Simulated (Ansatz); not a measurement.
The system is Ta.

```
Ta
1.0
    -1.65128    1.65128    1.65128
     1.65128   -1.65128    1.65128
     1.65128    1.65128   -1.65128
Ta
1
Direct
  0.00000 0.00000 0.00000
```

```yaml
Program: Ansatz 0.2.0
Task: relaxation of cell and atoms
Functional: PBEsol
Potentials_or_basis: Ansatz PAW
Cutoff: "420 eV (not typed: the program's choice for these potentials)"
k_mesh: 11 × 11 × 11
Occupations: fermi-dirac, width 0.05 eV
Spin: no spin polarisation
```

At the start: volume 18.01 Å³/atom.

Task: How do energy, volume and symmetry change on relaxing?

Result: It ends after 4 steps and the volume is 17.63 Å³/atom (-2.1 %); space group Im-3m (No. 229, to 0.05 Å).

The path:
```tsv
step	energy change (eV)	largest force (eV/Å)	volume (Å³)
1	0.0000	0.0000	18.01
2	-0.0053	0.0000	17.67
3	-0.0054	0.0000	17.63
4	-0.0052	0.0000	17.63
```

Final structure:
```
Ta
1.0
    -1.63961    1.63961    1.63961
     1.63961   -1.63961    1.63961
     1.63961    1.63961   -1.63961
Ta
1
Direct
  0.00000 0.00000 0.00000
```

Caveat: the plane-wave basis is chosen anew once the cell has moved, so the energies of steps on either side of that aren't comparable; the PAW data sets come from PBE, with cores solved anew for the run's functional, which leaves a small shift of forces and pressure.
